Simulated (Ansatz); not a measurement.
# Ta4N5: energy and stress against strain

Aim: for Ta4N5, see how energy and stress answer to the strain pattern (0, 0, 1, 0, 0, 0).

Program: Ansatz 0.2.0. Level of theory: DFT PBEsol, scalar-relativistic, plane waves, PAW. These are calculated values, not measurements.

1 further run of the same task is left out (set aside as unsound or not needed). Runs told in other sessions of the task aren't counted.

### 1 Starting point

The structure is tetragonal, space group I4/m (No. 87). Conventional cell: a = 6.826 Å, b = 6.826 Å, c = 4.254 Å, α = 90.00°, β = 90.00°, γ = 90.00°. Ta (site symmetry m) has 6 N at 2.07 to 2.21 Å in its first shell of neighbours. Around N (site symmetry 4/m) lie 4 Ta at 2.07 Å. N (site symmetry m) has 5 Ta at 2.13 to 2.21 Å in its first shell of neighbours.

Structure file:

```cif
data_structure
_symmetry_space_group_name_H-M 'I4/m'
_symmetry_Int_Tables_number 87
_cell_length_a 6.8256
_cell_length_b 6.8256
_cell_length_c 4.2538
_cell_angle_alpha 90.000
_cell_angle_beta 90.000
_cell_angle_gamma 90.000
_cell_volume 198.18
loop_
_atom_site_label
_atom_site_type_symbol
_atom_site_symmetry_multiplicity
_atom_site_Wyckoff_symbol
_atom_site_fract_x
_atom_site_fract_y
_atom_site_fract_z
_atom_site_occupancy
Ta1 Ta 8 h 0.10487 0.71562 0.50000 1
N1 N 2 b 0.00000 0.00000 0.50000 1
N2 N 8 h 0.80592 0.59183 0.50000 1
```

It goes back to an entry of the Materials Project, which need not be the stable form.

This cell was relaxed beforehand with the same method: volume 11.01 Å³/atom, gap on the mesh none (metal).

### 2 Zero of energy

The reference gives a free energy of -41129.7182 eV, pressure -0.01 GPa, largest force 0.024 eV/Å and gap on the mesh none (metal). It was computed beforehand with the settings of the runs below.

### 3 Next: energy and stress against strain

The cell is strained by ε times the Voigt pattern (0, 0, 1, 0, 0, 0) (xx, yy, zz, yz, xz, xy; engineering shear), with fractional coordinates fixed (clamped ions). The stress on the pattern is the sum of the stress components weighted by it, tension positive.

### 4 ε = -0.0200

Input file input.yaml:

```yaml
crystal:
  lattice:
    - [-3.4127997732, 3.4127997732, 2.0843509827]
    - [3.4127997732, -3.4127997732, 2.0843509827]
    - [3.4127997732, 3.4127997732, -2.0843509827]
  atoms:
    - { symbol: Ta, position: [0.7843847855, 0.6048724996, 0.3892572851] }
    - { symbol: Ta, position: [0.3951275004, 0.7843847855, 0.1795122859] }
    - { symbol: Ta, position: [0.6048724996, 0.2156152145, 0.8204877141] }
    - { symbol: Ta, position: [0.2156152145, 0.3951275004, 0.6107427149] }
    - { symbol: "N", position: [0.5, 0.5, 0.0] }
    - { symbol: "N", position: [0.9081725663, 0.3059167656, 0.2140893319] }
    - { symbol: "N", position: [0.6940832344, 0.9081725663, 0.6022558007] }
    - { symbol: "N", position: [0.3059167656, 0.0918274337, 0.3977441993] }
    - { symbol: "N", position: [0.0918274337, 0.6940832344, 0.7859106681] }
basis:
  ecutwfc: 420
kpoints:
  mp_grid: { grid: [12, 12, 12] }
hamiltonian:
  xc: pbesol
scf:
  occupations: { method: gaussian, width: 0.15 }
output:
  forces: true
  stress: true
  eigenvalues: true
```

Started as:

```bash
ansatz run input.yaml --threads 2 --pin off --max-ram 5120MiB --backend cpu --events-out ev --progress --plain --runs-dir out
```

What it wrote, cut to the lines that bear on the results:

```text
Warning: RAYON_NUM_THREADS=2 ignored (pool sized by the plan → 2); use --threads N
[...]
Pseudopotentials: kind: paw
Pseudopotential: Ta, paw, valence charge 13, recommended cutoff 420 eV (normal), Ta.paw.azcp
Pseudopotential: N, paw, valence charge 5, recommended cutoff 420 eV (normal), N.paw.azcp
Functional definition: PBEsol
[...]
Crystal: 9 atoms, lattice volume = 97.107 Å³
Basis set: ecut = 420 eV, 1891 PW (Γ), exchange–correlation on 72×72×72 points (8 copies of the dense FFT grid, shifted against one another)
Bands: 48, of which v1, the nominal top of the filled ones, is band 39 counted from 1 (38 counted from 0)
Symmetry: 8 space group operations
Space group: I4/m (ITA 87), of the structure as read, at distance tolerance 4.6e-5 Å
k-points: 242 of 1728
[...]
SCF iter   1: F=—  HF=-41129.660721 eV  |F-HF|=—  |Δ(HF+E_count)|=         —  Δρ=1.61e-2  dr2=2.53e-1  ethr=1.77e-3  ⟨swp⟩=6.6  Hψ=47012  notcnv=0
[...]
SCF iter   7: F=-41129.604827 eV  HF=-41129.604827 eV  |F-HF|=2.42e-8  |Δ(HF+E_count)|=   1.12e-7  Δρ=7.38e-6  dr2=3.91e-8  ethr=1.30e-10  ⟨swp⟩=12.0  Hψ=56642  notcnv=0
[...]
SCF converged after 7 iterations
Free energy (F): -41129.604827 eV
[...]
E sigma→0 (E₀):  -41129.596633 eV
Entropy (-TS):   -0.016388 eV (-1.821 meV/atom)
Fermi energy:    18.741317 eV
[...]
--- Forces (eV/Å), atoms counted from 1 ---
  atom   1  Ta    -0.07460649    -0.17360375    -0.00000000
  atom   2  Ta    -0.17360375     0.07460649     0.00000000
  atom   3  Ta     0.17360375    -0.07460649    -0.00000000
  atom   4  Ta     0.07460649     0.17360375     0.00000000
  atom   5  N      0.00000000     0.00000000    -0.00000000
  atom   6  N      0.04401942     0.02643006    -0.00000000
  atom   7  N      0.02643006    -0.04401942     0.00000000
  atom   8  N     -0.02643006     0.04401942    -0.00000000
[...]
--- Stress (GPa, compression-positive) ---
        2.079942       0.000001       0.000000
       -0.000001       2.079942      -0.000000
        0.000000      -0.000000      18.565467
  P = ⅓ Tr σ = 7.5751 GPa (75.751 kbar)
--- Band table (eV; the first three rows and the last of 242) ---
[...]
```

Wall time 26 s (2 threads of Arm Neoverse V2, shared host); peak memory 0.93 GiB.

### 5 Point ε = 0.0150

input.yaml: that of step 4 with these lines changed.

```diff
@@ -2,5 +2,5 @@
   lattice:
-    - [-3.4127997732, 3.4127997732, 2.0843509827]
-    - [3.4127997732, -3.4127997732, 2.0843509827]
-    - [3.4127997732, 3.4127997732, -2.0843509827]
+    - [-3.4127997732, 3.4127997732, 2.1587920893]
+    - [3.4127997732, -3.4127997732, 2.1587920893]
+    - [3.4127997732, 3.4127997732, -2.1587920893]
   atoms:
```

Started as:

```bash
ansatz run input.yaml --threads 2 --pin off --max-ram 5120MiB --backend cpu --events-out ev --progress --plain --runs-dir out
```

What it wrote, cut to the lines that bear on the results:

```text
Warning: RAYON_NUM_THREADS=2 ignored (pool sized by the plan → 2); use --threads N
[...]
[... 4 set-up lines as earlier in the session ...]
[...]
Crystal: 9 atoms, lattice volume = 100.576 Å³
Basis set: ecut = 420 eV, 2003 PW (Γ), exchange–correlation on 72×72×72 points (8 copies of the dense FFT grid, shifted against one another)
Bands: 48, of which v1, the nominal top of the filled ones, is band 39 counted from 1 (38 counted from 0)
[... 1 set-up line as earlier in the session ...]
Space group: I4/m (ITA 87), of the structure as read, at distance tolerance 4.7e-5 Å
k-points: 242 of 1728
[...]
SCF iter   1: F=—  HF=-41129.720725 eV  |F-HF|=—  |Δ(HF+E_count)|=         —  Δρ=1.56e-2  dr2=2.36e-1  ethr=1.77e-3  ⟨swp⟩=6.5  Hψ=46601  notcnv=0
[...]
SCF converged after 7 iterations
Free energy (F): -41129.668401 eV
[...]
E sigma→0 (E₀):  -41129.660805 eV
Entropy (-TS):   -0.015192 eV (-1.688 meV/atom)
Fermi energy:    17.940277 eV
[...]
--- Forces (eV/Å), atoms counted from 1 ---
  atom   1  Ta     0.03283497     0.13631415    -0.00000000
  atom   2  Ta     0.13631415    -0.03283497     0.00000000
  atom   3  Ta    -0.13631415     0.03283497    -0.00000000
  atom   4  Ta    -0.03283497    -0.13631415     0.00000000
  atom   5  N      0.00000000     0.00000000     0.00000000
  atom   6  N      0.01840437     0.00430280    -0.00000000
  atom   7  N      0.00430280    -0.01840437     0.00000000
  atom   8  N     -0.00430280     0.01840437    -0.00000000
[...]
--- Stress (GPa, compression-positive) ---
       -1.809267       0.000000       0.000000
       -0.000000      -1.809267      -0.000000
        0.000000      -0.000000     -10.781624
  P = ⅓ Tr σ = -4.8001 GPa (-48.001 kbar)
--- Band table (eV; the first three rows and the last of 242) ---
[...]
```

It took 28 s on 2 threads of Arm Neoverse V2, shared host; peak memory 0.95 GiB.

### 6 Point ε = -0.0100

input.yaml: that of step 5 with these lines changed.

```diff
@@ -2,5 +2,5 @@
   lattice:
-    - [-3.4127997732, 3.4127997732, 2.1587920893]
-    - [3.4127997732, -3.4127997732, 2.1587920893]
-    - [3.4127997732, 3.4127997732, -2.1587920893]
+    - [-3.4127997732, 3.4127997732, 2.1056198703]
+    - [3.4127997732, -3.4127997732, 2.1056198703]
+    - [3.4127997732, 3.4127997732, -2.1056198703]
   atoms:
```

Started as:

```bash
ansatz run input.yaml --threads 2 --pin off --max-ram 5120MiB --backend cpu --events-out ev --progress --plain --runs-dir out
```

What it wrote, cut to the lines that bear on the results:

```text
[...]
SCF converged after 7 iterations
Free energy (F): -41129.689555 eV
[...]
E sigma→0 (E₀):  -41129.681651 eV
Entropy (-TS):   -0.015808 eV (-1.756 meV/atom)
Fermi energy:    18.506235 eV
[...]
--- Forces (eV/Å), atoms counted from 1 ---
  atom   1  Ta    -0.04304030    -0.07562821    -0.00000000
  atom   2  Ta    -0.07562821     0.04304030     0.00000000
  atom   3  Ta     0.07562821    -0.04304030     0.00000000
  atom   4  Ta     0.04304030     0.07562821     0.00000000
  atom   5  N      0.00000000     0.00000000    -0.00000000
  atom   6  N      0.02828215     0.02017127     0.00000000
  atom   7  N      0.02017127    -0.02828215     0.00000000
  atom   8  N     -0.02017127     0.02828215     0.00000000
[...]
--- Stress (GPa, compression-positive) ---
        0.899438       0.000000       0.000000
       -0.000000       0.899438       0.000000
        0.000000       0.000000       8.995425
  P = ⅓ Tr σ = 3.5981 GPa (35.981 kbar)
--- Band table (eV; the first three rows and the last of 242) ---
[...]
```

Run time: 26 s. Hardware: 2 threads of Arm Neoverse V2, shared host; peak memory 0.94 GiB.

### 7 At ε = 0.0050

input.yaml: that of step 6 with these lines changed.

```diff
@@ -2,5 +2,5 @@
   lattice:
-    - [-3.4127997732, 3.4127997732, 2.1056198703]
-    - [3.4127997732, -3.4127997732, 2.1056198703]
-    - [3.4127997732, 3.4127997732, -2.1056198703]
+    - [-3.4127997732, 3.4127997732, 2.1375232017]
+    - [3.4127997732, -3.4127997732, 2.1375232017]
+    - [3.4127997732, 3.4127997732, -2.1375232017]
   atoms:
```

Started as:

```bash
ansatz run input.yaml --threads 2 --pin off --max-ram 5120MiB --backend cpu --events-out ev --progress --plain --runs-dir out
```

What it wrote, cut to the lines that bear on the results:

```text
[...]
SCF converged after 7 iterations
Free energy (F): -41129.713245 eV
[...]
E sigma→0 (E₀):  -41129.705677 eV
Entropy (-TS):   -0.015137 eV (-1.682 meV/atom)
Fermi energy:    18.163767 eV
[...]
--- Forces (eV/Å), atoms counted from 1 ---
  atom   1  Ta     0.00307811     0.05666088     0.00000000
  atom   2  Ta     0.05666088    -0.00307811     0.00000000
  atom   3  Ta    -0.05666088     0.00307811     0.00000000
  atom   4  Ta    -0.00307811    -0.05666088    -0.00000000
  atom   5  N      0.00000000     0.00000000     0.00000000
  atom   6  N      0.01749456     0.01054600    -0.00000000
  atom   7  N      0.01054600    -0.01749456     0.00000000
  atom   8  N     -0.01054600     0.01749456     0.00000000
[...]
--- Stress (GPa, compression-positive) ---
       -0.760788       0.000000       0.000000
       -0.000000      -0.760788       0.000000
        0.000000       0.000000      -3.542028
  P = ⅓ Tr σ = -1.6879 GPa (-16.879 kbar)
--- Band table (eV; the first three rows and the last of 242) ---
[...]
```

Wall time 28 s (2 threads of Arm Neoverse V2, shared host); peak memory 0.94 GiB.

### 8 ε = 0.0200

input.yaml: that of step 7 with these lines changed.

```diff
@@ -2,5 +2,5 @@
   lattice:
-    - [-3.4127997732, 3.4127997732, 2.1375232017]
-    - [3.4127997732, -3.4127997732, 2.1375232017]
-    - [3.4127997732, 3.4127997732, -2.1375232017]
+    - [-3.4127997732, 3.4127997732, 2.1694265331]
+    - [3.4127997732, -3.4127997732, 2.1694265331]
+    - [3.4127997732, 3.4127997732, -2.1694265331]
   atoms:
```

Started as:

```bash
ansatz run input.yaml --threads 2 --pin off --max-ram 5120MiB --backend cpu --events-out ev --progress --plain --runs-dir out
```

What it wrote, cut to the lines that bear on the results:

```text
[...]
SCF converged after 7 iterations
Free energy (F): -41129.630002 eV
[...]
E sigma→0 (E₀):  -41129.622286 eV
Entropy (-TS):   -0.015433 eV (-1.715 meV/atom)
Fermi energy:    17.829240 eV
[...]
--- Forces (eV/Å), atoms counted from 1 ---
  atom   1  Ta     0.04732534     0.17397994     0.00000000
  atom   2  Ta     0.17397994    -0.04732534     0.00000000
  atom   3  Ta    -0.17397994     0.04732534     0.00000000
  atom   4  Ta    -0.04732534    -0.17397994     0.00000000
  atom   5  N      0.00000000     0.00000000     0.00000000
  atom   6  N      0.02123272     0.00133981     0.00000000
  atom   7  N      0.00133981    -0.02123272     0.00000000
  atom   8  N     -0.00133981     0.02123272     0.00000000
[...]
--- Stress (GPa, compression-positive) ---
       -2.320148       0.000000       0.000000
       -0.000000      -2.320148       0.000000
        0.000000       0.000000     -14.083810
  P = ⅓ Tr σ = -6.2414 GPa (-62.414 kbar)
--- Band table (eV; the first three rows and the last of 242) ---
[...]
```

Run time: 28 s. Hardware: 2 threads of Arm Neoverse V2, shared host; peak memory 0.95 GiB.

### 9 ε = -0.0150

input.yaml: that of step 8 with these lines changed.

```diff
@@ -2,5 +2,5 @@
   lattice:
-    - [-3.4127997732, 3.4127997732, 2.1694265331]
-    - [3.4127997732, -3.4127997732, 2.1694265331]
-    - [3.4127997732, 3.4127997732, -2.1694265331]
+    - [-3.4127997732, 3.4127997732, 2.0949854265]
+    - [3.4127997732, -3.4127997732, 2.0949854265]
+    - [3.4127997732, 3.4127997732, -2.0949854265]
   atoms:
```

Started as:

```bash
ansatz run input.yaml --threads 2 --pin off --max-ram 5120MiB --backend cpu --events-out ev --progress --plain --runs-dir out
```

What it wrote, cut to the lines that bear on the results:

```text
Warning: RAYON_NUM_THREADS=2 ignored (pool sized by the plan → 2); use --threads N
[...]
[... 4 set-up lines as earlier in the session ...]
[...]
Crystal: 9 atoms, lattice volume = 97.603 Å³
Basis set: ecut = 420 eV, 1907 PW (Γ), exchange–correlation on 72×72×72 points (8 copies of the dense FFT grid, shifted against one another)
Bands: 48, of which v1, the nominal top of the filled ones, is band 39 counted from 1 (38 counted from 0)
[... 2 set-up lines as earlier in the session ...]
k-points: 242 of 1728
[...]
SCF iter   1: F=—  HF=-41129.710062 eV  |F-HF|=—  |Δ(HF+E_count)|=         —  Δρ=1.60e-2  dr2=2.51e-1  ethr=1.77e-3  ⟨swp⟩=6.5  Hψ=46760  notcnv=0
[...]
SCF converged after 7 iterations
Free energy (F): -41129.654591 eV
[...]
E sigma→0 (E₀):  -41129.646540 eV
Entropy (-TS):   -0.016101 eV (-1.789 meV/atom)
Fermi energy:    18.623043 eV
[...]
--- Forces (eV/Å), atoms counted from 1 ---
  atom   1  Ta    -0.05873978    -0.12358033    -0.00000000
  atom   2  Ta    -0.12358033     0.05873978     0.00000000
  atom   3  Ta     0.12358033    -0.05873978     0.00000000
  atom   4  Ta     0.05873978     0.12358033     0.00000000
  atom   5  N      0.00000000     0.00000000    -0.00000000
  atom   6  N      0.03523951     0.02332573    -0.00000000
  atom   7  N      0.02332573    -0.03523951     0.00000000
  atom   8  N     -0.02332573     0.03523951    -0.00000000
[...]
--- Stress (GPa, compression-positive) ---
        1.481717       0.000000       0.000000
       -0.000000       1.481717      -0.000000
        0.000000      -0.000000      13.653356
  P = ⅓ Tr σ = 5.5389 GPa (55.389 kbar)
--- Band table (eV; the first three rows and the last of 242) ---
[...]
```

Run time: 26 s. Hardware: 2 threads of Arm Neoverse V2, shared host; peak memory 0.94 GiB.

### 10 Point ε = 0.0100

input.yaml: that of step 9 with these lines changed.

```diff
@@ -2,5 +2,5 @@
   lattice:
-    - [-3.4127997732, 3.4127997732, 2.0949854265]
-    - [3.4127997732, -3.4127997732, 2.0949854265]
-    - [3.4127997732, 3.4127997732, -2.0949854265]
+    - [-3.4127997732, 3.4127997732, 2.1481576455]
+    - [3.4127997732, -3.4127997732, 2.1481576455]
+    - [3.4127997732, 3.4127997732, -2.1481576455]
   atoms:
```

Started as:

```bash
ansatz run input.yaml --threads 2 --pin off --max-ram 5120MiB --backend cpu --events-out ev --progress --plain --runs-dir out
```

What it wrote, cut to the lines that bear on the results:

```text
[...]
SCF converged after 7 iterations
Free energy (F): -41129.696448 eV
[...]
E sigma→0 (E₀):  -41129.688900 eV
Entropy (-TS):   -0.015095 eV (-1.677 meV/atom)
Fermi energy:    18.051707 eV
[...]
--- Forces (eV/Å), atoms counted from 1 ---
  atom   1  Ta     0.01807823     0.09726383     0.00000000
  atom   2  Ta     0.09726383    -0.01807823     0.00000000
  atom   3  Ta    -0.09726383     0.01807823     0.00000000
  atom   4  Ta    -0.01807823    -0.09726383     0.00000000
  atom   5  N      0.00000000     0.00000000     0.00000000
  atom   6  N      0.01713708     0.00737966    -0.00000000
  atom   7  N      0.00737966    -0.01713708     0.00000000
  atom   8  N     -0.00737966     0.01713708     0.00000000
[...]
--- Stress (GPa, compression-positive) ---
       -1.289701       0.000000       0.000000
       -0.000000      -1.289701       0.000000
        0.000000       0.000000      -7.268938
  P = ⅓ Tr σ = -3.2828 GPa (-32.828 kbar)
--- Band table (eV; the first three rows and the last of 242) ---
[...]
```

It took 28 s on 2 threads of Arm Neoverse V2, shared host; peak memory 0.95 GiB.

### 11 ε = -0.0050

input.yaml: that of step 10 with these lines changed.

```diff
@@ -2,5 +2,5 @@
   lattice:
-    - [-3.4127997732, 3.4127997732, 2.1481576455]
-    - [3.4127997732, -3.4127997732, 2.1481576455]
-    - [3.4127997732, 3.4127997732, -2.1481576455]
+    - [-3.4127997732, 3.4127997732, 2.1162543141]
+    - [3.4127997732, -3.4127997732, 2.1162543141]
+    - [3.4127997732, 3.4127997732, -2.1162543141]
   atoms:
```

Started as:

```bash
ansatz run input.yaml --threads 2 --pin off --max-ram 5120MiB --backend cpu --events-out ev --progress --plain --runs-dir out
```

What it wrote, cut to the lines that bear on the results:

```text
Warning: RAYON_NUM_THREADS=2 ignored (pool sized by the plan → 2); use --threads N
[...]
[... 4 set-up lines as earlier in the session ...]
[...]
Crystal: 9 atoms, lattice volume = 98.594 Å³
Basis set: ecut = 420 eV, 1955 PW (Γ), exchange–correlation on 72×72×72 points (8 copies of the dense FFT grid, shifted against one another)
Bands: 48, of which v1, the nominal top of the filled ones, is band 39 counted from 1 (38 counted from 0)
[... 2 set-up lines as earlier in the session ...]
k-points: 242 of 1728
[...]
SCF iter   1: F=—  HF=-41129.765075 eV  |F-HF|=—  |Δ(HF+E_count)|=         —  Δρ=1.59e-2  dr2=2.47e-1  ethr=1.77e-3  ⟨swp⟩=6.4  Hψ=46697  notcnv=0
[...]
SCF converged after 7 iterations
Free energy (F): -41129.710448 eV
[...]
E sigma→0 (E₀):  -41129.702683 eV
Entropy (-TS):   -0.015529 eV (-1.725 meV/atom)
Fermi energy:    18.390838 eV
[...]
--- Forces (eV/Å), atoms counted from 1 ---
  atom   1  Ta    -0.02749921    -0.02967052     0.00000000
  atom   2  Ta    -0.02967052     0.02749921     0.00000000
  atom   3  Ta     0.02967052    -0.02749921     0.00000000
  atom   4  Ta     0.02749921     0.02967052     0.00000000
  atom   5  N      0.00000000     0.00000000     0.00000000
  atom   6  N      0.02304546     0.01698287     0.00000000
  atom   7  N      0.01698287    -0.02304546     0.00000000
  atom   8  N     -0.01698287     0.02304546     0.00000000
[...]
--- Stress (GPa, compression-positive) ---
        0.332210       0.000000       0.000000
       -0.000000       0.332210       0.000000
        0.000000       0.000000       4.582502
  P = ⅓ Tr σ = 1.7490 GPa (17.490 kbar)
--- Band table (eV; the first three rows and the last of 242) ---
[...]
```

Wall time 27 s (2 threads of Arm Neoverse V2, shared host); peak memory 0.94 GiB.

### 12 ε = 0.0175

input.yaml: that of step 11 with these lines changed.

```diff
@@ -2,5 +2,5 @@
   lattice:
-    - [-3.4127997732, 3.4127997732, 2.1162543141]
-    - [3.4127997732, -3.4127997732, 2.1162543141]
-    - [3.4127997732, 3.4127997732, -2.1162543141]
+    - [-3.4127997732, 3.4127997732, 2.1641093112]
+    - [3.4127997732, -3.4127997732, 2.1641093112]
+    - [3.4127997732, 3.4127997732, -2.1641093112]
   atoms:
```

Started as:

```bash
ansatz run input.yaml --threads 2 --pin off --max-ram 5120MiB --backend cpu --events-out ev --progress --plain --runs-dir out
```

What it wrote, cut to the lines that bear on the results:

```text
[...]
SCF converged after 7 iterations
Free energy (F): -41129.650496 eV
[...]
E sigma→0 (E₀):  -41129.642849 eV
Entropy (-TS):   -0.015295 eV (-1.699 meV/atom)
Fermi energy:    17.884724 eV
[...]
--- Forces (eV/Å), atoms counted from 1 ---
  atom   1  Ta     0.04011291     0.15530942    -0.00000000
  atom   2  Ta     0.15530942    -0.04011291     0.00000000
  atom   3  Ta    -0.15530942     0.04011291     0.00000000
  atom   4  Ta    -0.04011291    -0.15530942     0.00000000
  atom   5  N      0.00000000     0.00000000     0.00000000
  atom   6  N      0.01962908     0.00280975     0.00000000
  atom   7  N      0.00280975    -0.01962908     0.00000000
  atom   8  N     -0.00280975     0.01962908    -0.00000000
[...]
--- Stress (GPa, compression-positive) ---
       -2.065609       0.000000       0.000000
       -0.000000      -2.065609      -0.000000
        0.000000      -0.000000     -12.458540
  P = ⅓ Tr σ = -5.5299 GPa (-55.299 kbar)
--- Band table (eV; the first three rows and the last of 242) ---
[...]
```

Run time: 28 s. Hardware: 2 threads of Arm Neoverse V2, shared host; peak memory 0.95 GiB.

### 13 The scan collected

All points in order; energies are free energies above the reference cell:

| ε | ΔE (meV/atom) | stress on the pattern (GPa) | pressure (GPa) |
| --- | --- | --- | --- |
| -0.0200 | 12.6 | -18.57 | 7.6 |
| -0.0150 | 7.1 | -13.65 | 5.5 |
| -0.0100 | 3.2 | -9.00 | 3.6 |
| -0.0050 | 0.9 | -4.58 | 1.7 |
| 0.0000 | 0.0 | -0.41 | 0.0 |
| 0.0050 | 0.5 | 3.54 | -1.7 |
| 0.0100 | 2.4 | 7.27 | -3.3 |
| 0.0150 | 5.5 | 10.78 | -4.8 |
| 0.0175 | 7.5 | 12.46 | -5.5 |
| 0.0200 | 9.8 | 14.08 | -6.2 |

### 14 What came out

```
                                  quantity    value
slope of the stress at ε = 0, over ±0.0050  812 GPa
```

**Reading.** From the stress slope, C33 is about 812 GPa with the ions clamped; letting the atoms relax could not make it stiffer. No sampled point lies below the undisturbed cell. Compression costs more than tension: 12.6 against 9.8 meV/atom at the ends. The runs treat Ta without spin-orbit coupling. The final runs have no spin polarisation, so a magnetic state may lie lower.
